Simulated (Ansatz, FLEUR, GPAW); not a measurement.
**One calculation of Fe3Ge, 3 ways**

```xyz
4
Lattice="0.0000 2.8756 2.8756 2.8756 0.0000 2.8756 2.8756 2.8756 0.0000" Properties=species:S:1:pos:R:3 pbc="T T T"
Ge    0.0000    0.0000    0.0000
Fe    4.3134    4.3134    4.3134
Fe    1.4378    1.4378    1.4378
Fe    2.8756    2.8756    2.8756
```

The cell comes from a database or a generator and needn't be the stable form of this composition.

Alike in all runs: task single point; functional PBEsol; k mesh 8 × 8 × 8; occupations fermi-dirac, width 0.05 eV; collinear spin, ferromagnetic start; no spin-orbit coupling. A missing gap at this level doesn't show that the real crystal is a metal. Pressure is positive in compression and, in plane waves, holds the error of the finite cutoff, which Ansatz's Pulay term estimates and takes out.

```
                           program and potentials  plane-wave cutoff (eV)                                                                                                                              notes  band gap (eV)  pressure (GPa)  net moment per atom (μB)
                               Ansatz, Ansatz PAW                     420  potentials made for PBE, which Ansatz adapts in part; 15.5 valence electrons an atom on average; Pulay term of +0.08 GPa included         no gap          -10.99                      1.41
GPAW, PAW data sets generated for this functional                     600                                                                                             7 valence electrons an atom on average         no gap           -8.99                      1.41
                       FLEUR, all-electron, FLAPW                       -                                                                                                                                  -         no gap               -                      1.42
```

None finds a gap. The pressure spans -10.99 (Ansatz, Ansatz PAW) to -8.99 GPa (GPAW, PAW data sets generated for this functional). The net moment per atom spans 1.41 (Ansatz, Ansatz PAW) to 1.42 μB (FLEUR, all-electron, FLAPW), with all-electron results at 1.42. The state is the one that the start led to, which needn't be the lowest.

Differences between rows come from potentials, basis sets and numerical settings, since the functional is the same but for its coding. Runs on potential files found faulty are left out.
